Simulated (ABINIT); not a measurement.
**ZrN: single point with PBEsol**

The system is ZrN.

```xyz
2
Lattice="0.0000 2.3000 2.3000 2.3000 0.0000 2.3000 2.3000 2.3000 0.0000" Properties=species:S:1:pos:R:3 pbc="T T T"
Zr    2.3000    2.3000    2.3000
N     0.0000    0.0000    0.0000
```

```
Program             : ABINIT 10.8.3 (patched build)
Task                : single point
Functional          : PBEsol
Potentials or basis : JTH PAW PBE v2.0
Cutoff              : 707 eV
k mesh              : 8 × 8 × 8
Occupations         : fermi-dirac, width 0.05 eV
Spin                : no spin polarisation
```

* Pressure: -7.8 GPa
* Band gap on the k mesh: none (metal or under the smearing width)
* Valence electrons inside the program's atomic spheres: Zr 9.06; N 2.55

Levels at points of the mesh, in eV from the Fermi level:
| k point | band 7 | band 8 | band 9 | band 10 | band 11 | band 12 |
| --- | --- | --- | --- | --- | --- | --- |
| (0.00, 0.00, 0.00) | -2.60 | -2.60 | -0.41 | -0.41 | -0.41 | 1.55 |
| (0.50, 0.00, 0.00) | -5.63 | -5.63 | 3.01 | 3.07 | 3.07 | 4.66 |
| (0.50, 0.50, 0.00) | -3.47 | -3.12 | -3.12 | 3.34 | 4.52 | 4.52 |

It took 24 s on 1 thread of Arm Neoverse V1 (shared host), peak memory 0.12 GiB.

Caveat: the PAW data sets were made with another functional, which shifts forces and pressure a little.
